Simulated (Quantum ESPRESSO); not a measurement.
**Ir in Quantum ESPRESSO: the effect of target pressure**

The system is Ir.

```
CELL_PARAMETERS angstrom
0.00000 1.91560 1.91560
1.91560 0.00000 1.91560
1.91560 1.91560 0.00000
ATOMIC_POSITIONS crystal
Ir 0.00000 0.00000 0.00000
```

Alike in all runs:

* Program: Quantum ESPRESSO 7.5
* Task: relaxation of cell and atoms
* Functional: PBEsol
* Potentials or basis: GBRV 1.5 PBEsol
* Cutoff: 707 eV
* Density cutoff: 5633 eV
* k mesh: 12 × 12 × 12
* Occupations: fermi-dirac, width 0.05 eV
* Spin: no spin polarisation

Each run relaxes the cell or the atoms first.

| target pressure | relaxed volume (Å³/atom) |
| --- | --- |
| 0 GPa | 14.01 |
| 2 GPa | 13.94 |
| 5 GPa | 13.84 |
| 10 GPa | ? |
| 20 GPa | 13.38 |
| 30 GPa | 13.12 |

Task: What does the run with target pressure 10 GPa give?

Result: Relaxed volume 13.68 Å³/atom.

Worked out: In Murnaghan's law V^(-B') rises as a straight line in P. The other rows fit best with B' = 4.5, V0 = 14.01 Å³/atom and B0 = 392 GPa, which gives 13.68 Å³/atom at 10 GPa, against the run's 13.68.
